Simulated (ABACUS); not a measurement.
**Co: equation of state with PBE**

Co:

```
Co
1.0
     2.48736    0.00000    0.00000
    -1.24368    2.15412    0.00000
     0.00000    0.00000    4.06329
Co
2
Cartesian
  0.0000 1.4361 3.0074
  1.2437 0.7180 1.0559
```

```yaml
Program: ABACUS 3.10.1
Task: equation of state
Functional: PBE
Potentials_or_basis: PseudoDojo NC SR 0.4.1 PBE standard
Cutoff: 1320 eV
Density_cutoff: 5279 eV
Basis: plane waves
k_mesh: 12 × 12 × 7
Occupations: fermi-dirac, width 0.05 eV
Spin: collinear spin, ferromagnetic start
Starting_moments: "[2.0, 2.0] μB"
```

| Item | Value |
| --- | --- |
| Equilibrium volume | 10.95 Å³/atom |
| Bulk modulus at fixed shape and positions | 209 GPa |
| Pressure derivative of the bulk modulus | 4.2 |

Energy against volume, from the lowest point:
| volume (Å³/atom) | energy (meV/atom) |
| --- | --- |
| 10.233 | 34.34 |
| 10.450 | 15.93 |
| 10.668 | 4.73 |
| 10.886 | 0.00 |
| 11.103 | 1.10 |
| 11.321 | 7.48 |
| 11.539 | 18.62 |

All runs of the series together: 2.7 min on 4 threads of AMD EPYC 9R45 96-Core Processor (Zen 5), on a shared host.

Caveat: the cell was scaled at fixed shape and fractional positions, which overstates the stiffness of a crystal with free parameters, most of all of layers and chains.
